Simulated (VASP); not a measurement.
# Sr in VASP: reference runs

Reference runs on Sr: the cell as given.

Program: VASP 6.6.1. These are calculated values, not measurements. Logs are shortened: lines on timing, memory, paths and dates and some standing lists are left out, and cuts for length are marked.

### Step 1. The undisturbed slab

The cell holds a slab with vacuum, 3 atoms: a = 4.310 Å, b = 4.310 Å, c = 22.050 Å, α = 90.00°, β = 90.00°, γ = 120.00°.

The slab is cut from a database's or a generator's crystal, which needn't be the stable form of the element.

### Step 2. Single point, PBE (the (0 0 1) slab of Sr, cut from the database cell, not relaxed)

Input file INCAR:

```
SYSTEM = Sr
PREC = Accurate
ENCUT = 520
EDIFF = 1E-7
ISMEAR = -1
SIGMA = 0.05
LREAL = .False.
LASPH = .True.
NELM = 60
ALGO = Normal
ISIF = 2
LWAVE = .False.
LCHARG = .True.
LDIPOL = .True.
IDIPOL = 3
DIPOL = 0.5 0.5 0.500
GGA = PE
LELF = .True.
LVHAR = .True.
LVACPOTAV = .True.
NBANDS = 22
```

Input file KPOINTS:

```
Automatic mesh
0
Gamma
  7 7 1
  0 0 0
```

Input file POSCAR:

```
Sr
1.0
    4.3100002206      0.0000000000      0.0000000000
   -2.1550001103      3.7325696815      0.0000000000
    0.0000000000      0.0000000000     22.0500000000
Sr
3
Direct
    0.3333333333      0.6666666666      0.3401360544
    0.6666666667      0.3333333334      0.5000000000
    0.3333333333      0.6666666666      0.6598639456
```

Potentials or basis: VASP PAW PBE potentials, release 64 (Sr_sv).

The run is started by

```sh
$ cat potpaw_PBE.64/Sr_sv/POTCAR > POTCAR
$ mpirun -np 1 vasp_std > vasp.out
```

OUTCAR:

```text
SYSTEM = Sr
   PREC = Accurate
   ENCUT = 520
   EDIFF = 1E-7
   ISMEAR = -1
   LREAL = .False.
   LASPH = .True.
   NELM = 60
   ISIF = 2
   GGA = PE

 ion  position               nearest neighbor table
   1  0.333  0.667  0.340-   2 4.31   2 4.31   2 4.31
   2  0.667  0.333  0.500-   1 4.31   3 4.31   1 4.31   3 4.31   1 4.31   3 4.31
   3  0.333  0.667  0.660-   2 4.31   2 4.31   2 4.31

  LATTYP: Found a hexagonal cell.
 ALAT       =     4.3100002206
 C/A-ratio  =     5.1160090189

  Lattice vectors:

 A1 = (   4.3100002206,   0.0000000000,   0.0000000000)
 A2 = (  -2.1550001103,   3.7325696815,   0.0000000000)
 A3 = (   0.0000000000,   0.0000000000,  22.0500000000)

Analysis of symmetry for initial positions (statically):
=====================================================================
 Subroutine PRICEL returns:
 Original cell was already a primitive cell.

 Routine SETGRP: Setting up the symmetry group for a
 hexagonal supercell.

 Subroutine GETGRP returns: Found 12 space group operations
 (whereof 12 operations were pure point group operations)
 out of a pool of 24 trial point group operations.

The static configuration has the point symmetry D_3h.

Analysis of symmetry for dynamics (positions and initial velocities):
=====================================================================
 Subroutine PRICEL returns:
 Original cell was already a primitive cell.

 Routine SETGRP: Setting up the symmetry group for a
 hexagonal supercell.

 Subroutine GETGRP returns: Found 12 space group operations
 (whereof 12 operations were pure point group operations)
 out of a pool of 24 trial point group operations.

The dynamic configuration has the point symmetry D_3h.

 Subroutine INISYM returns: Found 12 space group operations
 (whereof 12 operations are pure point group operations),
 and found     1 'primitive' translations

----------------------------------------------------------------------------------------

                                     Primitive cell

  volume of cell :     354.7266

  direct lattice vectors                    reciprocal lattice vectors
     4.310000221  0.000000000  0.000000000     0.232018550  0.133955972  0.000000000
    -2.155000110  3.732569681  0.000000000     0.000000000  0.267911944  0.000000000
     0.000000000  0.000000000 22.050000000     0.000000000  0.000000000  0.045351474

  length of vectors
[... 68 lines left out ...]
   LREAL  =      F    real-space projection
   EDIFFG = 0.1E-05   stopping-criterion for IOM
   NSW    =      0    number of steps for IOM
   IBRION =     -1    ionic relax: 0-MD 1-quasi-New 2-CG
   NFREE  =      0    steps in history (QN), initial steepest desc. (CG)
   ISIF   =      2    stress and relaxation
   ISYM   =      2    0-nonsym 1-usesym 2-fastsym
   POTIM  = 0.5000    time-step for ionic-motion
   TEBEG  =    0.0;   TEEND  =   0.0 temperature during run
   PSTRESS=    0.0 pullay stress
   NELECT =      30.0000    total number of electrons
   NUPDOWN=      -1.0000    fix difference up-down
   EMIN   =  10.00;   EMAX   =-10.00  energy-range for DOS
   EFERMI =   0.00;   METHOD = LEGACY
   ISMEAR =    -1;   SIGMA  =   0.05  broadening in eV -4-tet -1-fermi 0-gaus
   EFERMI_NEDOS =   21; number of points for ismear=-14 and -15
   IALGO  =     38    algorithm
   IMIX   =      4    mixing-type and parameters
     AMIX     =   0.40;   BMIX     =  1.00
     AMIX_MAG =   1.60;   BMIX_MAG =  1.00
  volume/ion in A,a.u.               =     118.24       797.94
  Fermi-wavevector in a.u.,A,eV,Ry     =   0.718595  1.357947  7.025753  0.516378
  Thomas-Fermi vector in A             =   1.807573
   LORBIT       =      0    0 simple, 1 ext, 2 COOP (PROOUT), +10 PAW based schemes
   GGA     = PE    functional components
   LHFCALC =     F    Hartree Fock is set to
   AEXX    =    0.0000 exact exchange contribution
   IVDW    =     0    specifies the selected vdW correction
   LEPSILON=     F    determine dielectric tensor
   LRPA    =     F    only Hartree local field effects (RPA)
 non-spin polarized calculation
  energy-cutoff  :      520.00
  volume of cell :      354.73
 maximum number of plane-waves:      9586
   NGX = 17   NGY = 17   NGZ = 81

 dipolmoment           0.000000      0.000000      0.000000 electrons x Angstroem

 number of electron      30.0000000 magnetization

 dipolmoment           0.000000      0.000000     -0.000000 electrons x Angstroem

 Free energy of the ion-electron system (eV)
  ---------------------------------------------------
  ext. energy  EPLUGINS =         0.00000000
  ---------------------------------------------------
  free energy    TOTEN  =        -4.24238741 eV

  energy without entropy =       -4.20783129  energy(sigma->0) =       -4.22510935

 E-fermi :  -0.5150     XC(G=0):  -4.1845

 val. band max:       -0.7757535743   @ k =   0.2857   0.1429   0.0000
 cond. band min:      -0.5145623070   @ k =   0.0000   0.0000   0.0000
 fundamental gap:      0.2611912672
 Fermi energy:        -0.5150498122

 k-point     1 :       0.0000    0.0000    0.0000
  band No.  band energies     occupation
      1     -37.5836      2.00000
      2     -37.5836      2.00000
      3     -37.2410      2.00000
      4     -19.6248      2.00000
      5     -19.6160      2.00000
      6     -19.4565      2.00000
[... 189 lines left out ...]
     21       0.6908      0.00000
     22       0.9256      0.00000

------------------------ aborting loop because EDIFF is reached ----------------------------------------

  FORCE on cell =-STRESS in cart. coord.  units (eV):
  Direction    XX          YY          ZZ          XY          YZ          ZX
  --------------------------------------------------------------------------------------
  -------------------------------------------------------------------------------------
  Total       -0.3617187     -0.3617187     -0.5007182      0.0000000     -0.0000000      0.0000000
  in kB       -1.6337581     -1.6337581     -2.2615704      0.0000000     -0.0000000      0.0000000
  external PRESSURE =      -1.8430288 kB  Pullay stress =       0.0000000 kB

 VOLUME and BASIS-vectors are now :
 -----------------------------------------------------------------------------
  energy-cutoff  :      520.00
  volume of cell :      354.73
      direct lattice vectors                 reciprocal lattice vectors
     4.310000221  0.000000000  0.000000000     0.232018550  0.133955972  0.000000000
    -2.155000110  3.732569681  0.000000000     0.000000000  0.267911944  0.000000000
     0.000000000  0.000000000 22.050000000     0.000000000  0.000000000  0.045351474

 POSITION                                       TOTAL-FORCE (eV/Angst)
 -----------------------------------------------------------------------------------
     -0.00000      2.48838      7.50000         0.000000     -0.000000      0.069864
      2.15500      1.24419     11.02500        -0.000000      0.000000      0.000000
     -0.00000      2.48838     14.55000         0.000000      0.000000     -0.069864
 -----------------------------------------------------------------------------------
    total drift:                                0.000000      0.000000     -0.000000

  FREE ENERGIE OF THE ION-ELECTRON SYSTEM (eV)
  ---------------------------------------------------
  free  energy   TOTEN  =        -4.2423874060 eV

  energy  without entropy=       -4.2078312891  energy(sigma->0) =       -4.22510935

 vacuum level on the upper side and lower side of the slab         2.136         2.136
```

OSZICAR:

```text
N       E                     dE             d eps       ncg     rms          rms(c)
DAV:   1     0.185796984105E+03    0.18580E+03   -0.12764E+04   408   0.102E+03
DAV:   2     0.161019552138E+02   -0.16970E+03   -0.16537E+03   418   0.242E+02
DAV:   3    -0.284234490396E+01   -0.18944E+02   -0.18697E+02   570   0.563E+01
[... 15 lines left out ...]
DAV:  19    -0.424238244028E+01   -0.59283E-05   -0.15018E-06   342   0.482E-03    0.219E-03
DAV:  20    -0.424238668708E+01   -0.42468E-05   -0.80043E-07   316   0.294E-03    0.422E-04
DAV:  21    -0.424238720840E+01   -0.52131E-06   -0.13050E-07   348   0.884E-04    0.348E-04
DAV:  22    -0.424238738530E+01   -0.17690E-06   -0.30476E-08   328   0.494E-04    0.141E-04
DAV:  23    -0.424238740604E+01   -0.20739E-07   -0.59479E-09   266   0.202E-04
   1 F= -.42423874E+01 E0= -.42251093E+01  d E =-.345561E-01
```

Run time: 76 s. Hardware: 1 thread of Intel Xeon Platinum 8488C (Sapphire Rapids), shared host; peak memory 0.41 GiB.

What came out:

```
Free energy                     : -4.2424 eV
Largest force                   : 0.070 eV/Å
Band gap on the k mesh          : none (metal or under the smearing width)
Work function of the upper face : 2.65 eV
Work function of the lower face : 2.65 eV
```

Forces in eV/Å, atoms in the order of the input:
```
Sr   0.000  0.000  0.070
Sr   0.000  0.000  0.000
Sr   0.000  0.000 -0.070
```
